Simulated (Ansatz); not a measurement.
# SiO₂: ¹⁷O nuclear quadrupole resonance

Cell: a computed structure from the Materials Project (it need not be an observed phase), atoms as given.

Space group P4_32_12 (No. 96); a = 4.9756, c = 6.9009 Å.

| site | Wyckoff | site symmetry | x | y | z |
| --- | --- | --- | --- | --- | --- |
| Si | 4a | ..2 | 0.1968 | 0.1968 | 0.0000 |
| O | 8b | 1 | 0.6104 | 0.7382 | 0.6820 |

One atom of each set is listed.

All values are calculated (Ansatz; DFT, HSE06, plane waves and PAW (field gradients read without the response of the frozen cores, which leaves them typically 4 to 6 % off), scalar-relativistic, 420 eV cutoff, Γ-centred 3×3×3 k-points, Fermi–Dirac smearing 0.02 eV), not measured.

¹⁷O: I = 5/2, Q = -25.58 mb (year-2017 value). Static lattice, zero field.

Question: The simulated lines lie at 0.931, 1.80 MHz. What are |C_Q|, η and |V_zz| at O?

Answer: For I = 5/2 and η = 0 the lines are 3|C_Q|/20 and twice that; η pulls their ratio below 2. Here |C_Q| = 6.02 MHz, η = 0.17 and |V_zz| = 9.74 × 10²¹ V/m². The calculation gives V_zz positive; the lines don't show the sign. The site has 2 Si at 1.61 Å, angle 145°.

At O V_zz runs parallel to the line that joins its two neighbours (within 1°).

The run took 44 s of wall time (43 s of CPU time) and 1.4 GiB at its peak, on 1 thread of AMD EPYC 9R14 (Zen 4) (x86_64; 16 cores open to the job, memory cap 3.0 GiB, no GPU), a shared host with a load of 0.3 a core.
